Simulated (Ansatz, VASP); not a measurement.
Ni: VASP beside Ansatz

```
Ni
1.0
     2.37116    0.00000    0.00000
    -1.18558    2.05348    0.00000
     0.00000    0.00000    2.30530
Ni
1
Direct
  0.00000 0.00000 0.00000
```

Alike in both runs: functional PBEsol; k mesh 27 × 27 × 24; occupations gaussian, width 0.1 eV; collinear spin.

Ansatz relaxed the structure, and its values are those at the end. VASP's run is a single point on that final structure, the one shown.

```csv
,VASP,Ansatz
version,VASP 6.6.1,Ansatz 0.2.0
potentials or method,"VASP PAW PBE potentials, release 64 (Ni)","scalar-relativistic, plane waves, PAW"
plane-wave cutoff (eV),520,420
valence electrons in the cell,10,18
```

|  | VASP | Ansatz | Ansatz less VASP |
| --- | --- | --- | --- |
| gap on the k mesh at the Fermi level (eV) | none | none | - |
| pressure (GPa) | -0.1 | 0.0 | +0.15 |
| net moment per atom (μB) | 0.41 | 0.43 | +0.021 |
| size of the moment on the site where the two differ most (μB) | 0.41 | 0.45 | +0.035 |

Site moments also hang on the region over which each program counts them. A gap of «none» marks a metal or a gap that the smearing closes. The two sets of potentials don't hold the same shells in valence.

Caveats: the PAW data sets were made with another functional, which shifts forces and pressure a little (VASP).
